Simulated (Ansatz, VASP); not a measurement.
## Zn36HNO35 (N-H pair in ZnO): VASP beside Ansatz

Wanted: the spread between two codes on one cell, functional and k mesh. The cell is taken from a series of runs on this material, whose earlier steps may have relaxed, scaled, displaced or heated it; both programs get it as it stands.

Method: plane waves, with VASP 6.6.1 beside it; single point at r2SCAN, in Ansatz 0.2.0.

### 1. Set-up

The cell holds 73 atoms: 36 Zn, 35 O, 1 N and 1 H. Its edges and angles: a = 9.706 Å, b = 9.706 Å, c = 10.422 Å, α = 90.0°, β = 90.0°, γ = 120.0°. It derives from ZnO (ZnO (P6_3mc)). Nearest the centre at fractional (0.502, 0.584, 0.424): N72 at 0.34 Å, H73 at 0.77 Å, Zn24 at 1.97 Å, Zn20 at 1.98 Å, Zn17 at 2.00 Å, Zn8 at 2.35 Å, O69 at 2.83 Å, O65 at 2.83 Å.

### 2. Ansatz: single point, r2SCAN

Ansatz runs on its default PAW (the set named soft_2) files.

With cell and atoms fixed, the geometry can't cause a difference; cores, projectors, grids and the points listed under the comparison can.

The input, input.yaml:

```yaml
crystal:
  lattice:
    - [9.70585879, 0.0, 0.0]
    - [-4.8529294, 8.40552028, 0.0]
    - [0.0, 0.0, 10.42205777]
  atoms:
    - { symbol: Zn, position: [0.10736481, 0.2194164, 0.249356815] }
    - { symbol: Zn, position: [0.220330186, 0.10972314, 4.4483e-05] }
    - { symbol: O, position: [0.21960858, 0.109645127, 0.189852981] }
    - { symbol: O, position: [0.115729906, 0.225869034, 0.439059508] }
    - { symbol: Zn, position: [0.113661694, 0.225144885, 0.747062518] }
    - { symbol: Zn, position: [0.2206887, 0.108316374, 0.499364081] }
    - { symbol: O, position: [0.222160724, 0.110407721, 0.689308232] }
    - { symbol: O, position: [0.110203576, 0.220859601, 0.937105886] }
    - { symbol: Zn, position: [0.107348458, 0.555385859, 0.249462444] }
    - { symbol: Zn, position: [0.219811955, 0.442962567, -0.004583793] }
    - { symbol: O, position: [0.211496463, 0.439388576, 0.184639547] }
    - { symbol: O, position: [0.115885245, 0.555761305, 0.439175395] }
    - { symbol: Zn, position: [0.113667583, 0.555902933, 0.747062095] }
    - { symbol: Zn, position: [0.236179704, 0.450736522, 0.494071809] }
    - { symbol: O, position: [0.227118789, 0.447158015, 0.685049961] }
    - { symbol: O, position: [0.110160145, 0.555619432, 0.937123822] }
    - { symbol: Zn, position: [0.107449709, 0.887428796, 0.249827108] }
    - { symbol: Zn, position: [0.220399685, 0.77669281, 2.6758e-05] }
    - { symbol: O, position: [0.219658552, 0.777211835, 0.189852622] }
    - { symbol: O, position: [0.107205762, 0.886523873, 0.439667984] }
    - { symbol: Zn, position: [0.109550907, 0.88841067, 0.750140079] }
    - { symbol: Zn, position: [0.220906871, 0.778196739, 0.499295517] }
    - { symbol: O, position: [0.222219014, 0.778912916, 0.689241992] }
    - { symbol: O, position: [0.109049858, 0.887637696, 0.940020478] }
    - { symbol: Zn, position: [0.442376073, 0.222300936, 0.249755246] }
    - { symbol: Zn, position: [0.556055378, 0.111116773, 0.00167102] }
    - { symbol: O, position: [0.554046623, 0.11089517, 0.190948398] }
    - { symbol: O, position: [0.442421257, 0.216463535, 0.439576578] }
    - { symbol: Zn, position: [0.442524841, 0.218787041, 0.752978148] }
    - { symbol: Zn, position: [0.558864045, 0.112619536, 0.500520669] }
    - { symbol: O, position: [0.55683843, 0.112192117, 0.690354249] }
    - { symbol: O, position: [0.442777946, 0.22000137, 0.941777218] }
    - { symbol: Zn, position: [0.430818477, 0.54973536, 0.241294224] }
    - { symbol: Zn, position: [0.555102458, 0.443446522, -0.001601416] }
    - { symbol: O, position: [0.551561424, 0.443183022, 0.187620431] }
    - { symbol: "N", position: [0.464676674, 0.566054583, 0.43588473] }
    - { symbol: Zn, position: [0.447437011, 0.557633363, 0.749927643] }
    - { symbol: Zn, position: [0.551151095, 0.431602425, 0.509049668] }
    - { symbol: O, position: [0.556595348, 0.441959594, 0.696689842] }
    - { symbol: O, position: [0.443331085, 0.554921842, 0.939757868] }
    - { symbol: Zn, position: [0.442437478, 0.888021314, 0.249710909] }
    - { symbol: Zn, position: [0.555210268, 0.778065565, -0.001883149] }
    - { symbol: O, position: [0.551752465, 0.776395758, 0.187257932] }
    - { symbol: O, position: [0.442610993, 0.89258551, 0.439533964] }
    - { symbol: Zn, position: [0.442664293, 0.891360561, 0.752700078] }
    - { symbol: Zn, position: [0.551736107, 0.786064808, 0.508493292] }
    - { symbol: O, position: [0.556762177, 0.782157863, 0.696364173] }
    - { symbol: O, position: [0.442769082, 0.889246095, 0.941530899] }
    - { symbol: Zn, position: [0.776173082, 0.221795174, 0.249951956] }
    - { symbol: Zn, position: [0.889001264, 0.110992891, -0.000370841] }
    - { symbol: O, position: [0.885724753, 0.109185265, 0.189524512] }
    - { symbol: O, position: [0.780218292, 0.223187007, 0.439730806] }
    - { symbol: Zn, position: [0.779080128, 0.223286008, 0.749815843] }
    - { symbol: Zn, position: [0.892914485, 0.113250247, 0.499024386] }
    - { symbol: O, position: [0.890901807, 0.113085003, 0.689001322] }
    - { symbol: O, position: [0.777503082, 0.221926444, 0.939754699] }
    - { symbol: Zn, position: [0.77247838, 0.552424435, 0.250653924] }
    - { symbol: Zn, position: [0.888982631, 0.444106635, -0.000270143] }
    - { symbol: O, position: [0.885694964, 0.44384472, 0.189654265] }
    - { symbol: O, position: [0.775834403, 0.551798985, 0.441305812] }
    - { symbol: Zn, position: [0.780618624, 0.55615354, 0.751052097] }
    - { symbol: Zn, position: [0.892979478, 0.44561087, 0.499055588] }
    - { symbol: O, position: [0.890915556, 0.445149676, 0.689029981] }
    - { symbol: O, position: [0.777922415, 0.555363278, 0.94056699] }
    - { symbol: Zn, position: [0.772565935, 0.887494434, 0.250480176] }
    - { symbol: Zn, position: [0.887389434, 0.776722194, 0.00182406] }
    - { symbol: O, position: [0.884505515, 0.775797933, 0.19169201] }
    - { symbol: O, position: [0.776348943, 0.890161969, 0.441000326] }
    - { symbol: Zn, position: [0.780698104, 0.891937469, 0.750909963] }
    - { symbol: Zn, position: [0.88507896, 0.775378414, 0.499917235] }
    - { symbol: O, position: [0.887840944, 0.77747952, 0.68980574] }
    - { symbol: O, position: [0.778043173, 0.888877244, 0.94042347] }
    - { symbol: H, position: [0.586425576, 0.624769629, 0.395546991] }
basis:
  ecutwfc: 500
  xc_grid: 2
hamiltonian:
  xc: r2scan
kpoints:
  mp_grid: { grid: [1, 1, 1], shift: [0.25, 0.25, 0.25] }
scf:
  occupations: { method: fermi_dirac, width: 0.01 }
  max_iter: 120
output:
  forces: true
checkpoint:
  read: "../relax.run"
```

The run is started by

```
$ ansatz run input.yaml --threads 2 --pin off --max-ram 4710MiB --backend cpu --events-out ev --progress --plain --runs-dir out
```

Numbers of over 12 decimals in the logs are rounded to 6 here.

The log of the run:

```text
Warning: checkpoint.read: the run can stay near the saved state's solution: 5 site(s) moved relative to the saved geometry (max |Δs| = 8.004e-3 fractional); the SCF starts from the saved state under `checkpoint.density_extrapolation: transplant`, in force with no word given; its orbitals are not used off its sites. A run without `checkpoint.read` takes nothing of the state. A lower free energy from it at the same positions (and U, V and field ramp, if any) shows a solution that this start missed, and an equal or higher one rules none out (checkpoint.read, Limitations, in the input reference)
Engine: ansatz 0.2.0, aarch64-unknown-linux-gnu
Pseudopotentials: kind: paw
Pseudopotential: Zn, paw, valence charge 12, recommended cutoff 500 eV (meta_gga), Zn.paw.azcp
Pseudopotential: O, paw, valence charge 6, recommended cutoff 500 eV (meta_gga), O.paw.azcp
Pseudopotential: N, paw, valence charge 5, recommended cutoff 500 eV (meta_gga), N.paw.azcp
Pseudopotential: H, paw, valence charge 1, recommended cutoff 500 eV (meta_gga), H.paw.azcp
Functional definition: r2SCAN
  parameter k0 = 0.174
  parameter k1 = 0.065
  parameter a1 = 4.9479
  exchange = r2scan_x(k0 = k0, k1 = k1, a1 = a1)
  correlation = r2scan_c
Crystal: 73 atoms, lattice volume = 850.261 Å³
Basis set: ecut = 500 eV, 21585 PW (Γ), exchange–correlation on 144×144×160 points (8 copies of the dense FFT grid, shifted against one another)
Bands: 397, of which v1, the nominal top of the filled ones, is band 324 counted from 1 (323 counted from 0)
Symmetry: 1 space group operations
Space group: P1 (ITA 1), of the structure as read, at distance tolerance 9.5e-5 Å
k-points: 1
Non-local potential: Zn, projectors of the file, l = 0: 2, l = 1: 2, l = 2: 3, l = 3: 1
Non-local potential: O, projectors of the file, l = 0: 2, l = 1: 2, l = 2: 1
Non-local potential: N, projectors of the file, l = 0: 2, l = 1: 2, l = 2: 1
Non-local potential: H, projectors of the file, l = 0: 2, l = 1: 1
PAW form: soft (Blöchl's): semilocal exchange-correlation on the pseudo side does not see the compensation charge
PAW frozen core: Zn, regenerated for the run's functional (the file was generated under x = pbe(κ = 0.804, μ = 0.219515), c = pbe(β = 0.066725))
PAW frozen core: O, regenerated for the run's functional (the file was generated under x = pbe(κ = 0.804, μ = 0.219515), c = pbe(β = 0.066725))
PAW frozen core: N, regenerated for the run's functional (the file was generated under x = pbe(κ = 0.804, μ = 0.219515), c = pbe(β = 0.066725))
PAW one-centre angular grid: Zn, 590 points (default); XC on 261 of its mesh's 2673 points in the sphere
PAW one-centre angular grid: O, 302 points (default); XC on 160 Gauss nodes
PAW one-centre angular grid: N, 302 points (default); XC on 160 Gauss nodes
PAW one-centre angular grid: H, 302 points (default); XC on 160 Gauss nodes
Initial density: read from a saved state, or passed on in memory by an earlier SCF of this step, an earlier step, the calling program or the single point that the run made first, carried with its atoms to this geometry
Initial wavefunctions: pseudopotential atomic-orbital guess
Functional: x = r2scan, c = r2scan; τ floored in thin density (d = 2e-4 eV/Å³)
iter 1 solved again at ethr=7.59e-6 eV; its pass at ethr=3.10e-3 eV (dr2=4.92e-2 eV) is discarded
SCF iter   1: F=—  HF=-140049.258670 eV  |F-HF|=—  |Δ(HF+E_count)|=         —  Δρ=2.85e-3  dr2=5.21e-2  dr2_τ=1.05e-2  ethr=7.59e-6  ⟨swp⟩=5.0  Hψ=2387  notcnv=0
preconditioner: auto → Resta (q_TF=auto, 2.608 Å⁻¹)  ε∞=6.8  [insulator: Δε(μ)=2.682 eV  Ē_g=13.505 eV  σ=0.010 eV  W_gap=1.00  n_scr=242 (ndim 8)  ℏωp=32.4 eV  f_vac=0.034  D(μ)=0.00/eV (n_scr^D=0)  ε∞_Penn≈6.8]
SCF iter   2: F=—  HF=-140049.249796 eV  |F-HF|=—  |Δ(HF+E_count)|=   8.87e-3  Δρ=1.20e-3  dr2=4.75e-3  dr2_τ=1.35e-3  ethr=7.59e-6  ⟨swp⟩=3.0  Hψ=806  notcnv=0
SCF iter   3: F=—  HF=-140049.249369 eV  |F-HF|=—  |Δ(HF+E_count)|=   4.27e-4  Δρ=4.79e-4  dr2=7.64e-4  dr2_τ=6.53e-5  ethr=7.34e-7  ⟨swp⟩=2.0  Hψ=726  notcnv=0
SCF iter   4: F=—  HF=-140049.249306 eV  |F-HF|=—  |Δ(HF+E_count)|=   6.30e-5  Δρ=7.59e-5  dr2=3.24e-5  dr2_τ=2.00e-6  ethr=1.18e-7  ⟨swp⟩=3.0  Hψ=687  notcnv=0
SCF iter   5: F=—  HF=-140049.249966 eV  |F-HF|=—  |Δ(HF+E_count)|=   6.60e-4  Δρ=2.80e-5  dr2=8.16e-6  dr2_τ=1.40e-7  ethr=5.00e-9  ⟨swp⟩=2.0  Hψ=686  notcnv=0
SCF iter   6: F=—  HF=-140049.249966 eV  |F-HF|=—  |Δ(HF+E_count)|=   1.22e-7  Δρ=1.36e-5  dr2=1.79e-6  dr2_τ=1.52e-7  ethr=1.26e-9  ⟨swp⟩=2.0  Hψ=686  notcnv=0
SCF iter   7: F=—  HF=-140049.249966 eV  |F-HF|=—  |Δ(HF+E_count)|=   1.67e-7  Δρ=4.55e-6  dr2=2.00e-7  dr2_τ=8.13e-9  ethr=2.76e-10  ⟨swp⟩=2.0  Hψ=687  notcnv=0
SCF iter   8: F=-140049.249966 eV  HF=-140049.249966 eV  |F-HF|=1.75e-8  |Δ(HF+E_count)|=   1.78e-8  Δρ=1.62e-6  dr2=2.81e-8  dr2_τ=1.95e-9  ethr=1.54e-11  ⟨swp⟩=4.0  Hψ=1338  notcnv=0
SCF 1 converged in 8 iterations: F = -140049.249966 eV  dr2 = 2.81e-8
  greatest PAW one-centre occupation: 0.987 electrons in one spin orbital (limit 2), on the Zn atom at site 0 (counted from 0), in its partial waves of l = 2
SCF converged after 8 iterations
Free energy (F): -140049.249966 eV
Harris-Foulkes:  -140049.249966 eV  (|F-HF|=1.75e-8)
Internal energy: -140049.249966 eV  (E = F + TS)
E sigma→0 (E₀):  -140049.249966 eV
Fermi energy:    8.279110 eV
--- Per-component energies (eV) ---
  E_band       = 913.713325
  E_kinetic    = 11000.163712
  E_local      = -71929.638303  (includes V_loc(G=0)·N_el)
  E_nonlocal   = 24161.172141
  E_hartree    = 29682.154049
  E_xc         = -7066.900147
  E_vxc        = -5678.244742  (∫ρ·V_xc dr)
  E_paw        = -72487.830142  (= ΣΔE_a)
  E_vpaw       = -16347.733118  (= ΣTr[D̂ρ^β])
  E_aug_tail   = 0.032022  (compensation charges beyond the density's cutoff)
  E_vtau       = 343.649993  (kinetic-family band-sum trace: ∫τ·v_τ [+ j·A + Jᵃ·Aᵃ] dr)
  E_ewald      = -53400.681528
  E_core_change = -7.721771  (= ΣΔE_core)
  E_smearing   = -0.000000  (= −TS)
  E_closure    = 0.000000  (closes the sum)
  Σ components = -140049.249966   (vs F -140049.249966, Δ=0.00e0)
--- Forces (eV/Å), atoms counted from 1 ---
  atom   1  Zn     0.00197294     0.00387498    -0.00466052
  atom   2  Zn     0.00042253     0.00135808    -0.00190956
  atom   3  O     -0.00137085    -0.00214632    -0.00232231
  atom   4  O     -0.00226259    -0.00079560    -0.00052859
  atom   5  Zn     0.00275630    -0.00082791    -0.00160568
  atom   6  Zn     0.00431558     0.00183727    -0.00166282
  atom   7  O     -0.00169135     0.00026362    -0.00105710
  atom   8  O     -0.00021016    -0.00042423    -0.00210370
  atom   9  Zn     0.00389754     0.00035232    -0.00351247
  atom  10  Zn    -0.00086113     0.00013576    -0.00211789
  atom  11  O     -0.00310901    -0.00283665    -0.00400320
  atom  12  O     -0.00178300    -0.00096835    -0.00164508
  atom  13  Zn     0.00052722     0.00282024    -0.00126052
  atom  14  Zn    -0.06080727    -0.03797038     0.01851150
  atom  15  O     -0.00077556    -0.00067965    -0.00415324
  atom  16  O     -0.00016520    -0.00073169    -0.00199811
  atom  17  Zn     0.00402649     0.00178551    -0.00219514
  atom  18  Zn     0.00162599     0.00035563    -0.00232904
  atom  19  O     -0.00338696    -0.00021352    -0.00236859
  atom  20  O     -0.00340208    -0.00202924    -0.00238842
  atom  21  Zn     0.00181096     0.00003581    -0.00176262
  atom  22  Zn     0.00241263     0.00146158    -0.00073408
  atom  23  O     -0.00148187    -0.00071976    -0.00097141
  atom  24  O     -0.00141213    -0.00068693    -0.00145130
[...]
atom  66  Zn    -0.00040201    -0.00025259    -0.00594416
  atom  67  O     -0.00137656    -0.00023860     0.00234035
  atom  68  O      0.01925039     0.01844778    -0.00793892
  atom  69  Zn     0.00003546    -0.00300618    -0.00083109
  atom  70  Zn     0.01220682     0.00644854     0.01085364
  atom  71  O     -0.00102223     0.00025008    -0.00514136
  atom  72  O      0.00230088     0.00068845    -0.00150989
  atom  73  H     -1.85402246    -1.01681982     0.87667691
  max |Σ_I F_I| component: 1.40e-1 eV/Å
```

(Part 1 of 2 ends here.)

[Lines on the potential files, build, host, timing and source positions are cut from VASP's logs without a mark.]

[Logs are printed without paths, hosts, clocks, repeated set-up lines and the standing remarks that a program may print on its own settings, such as how far it seeks lower states.]

[Hosts, paths, dates, database ids (printed as entryN), source tags and the programs' standing remarks are cut or masked in the printed files.]
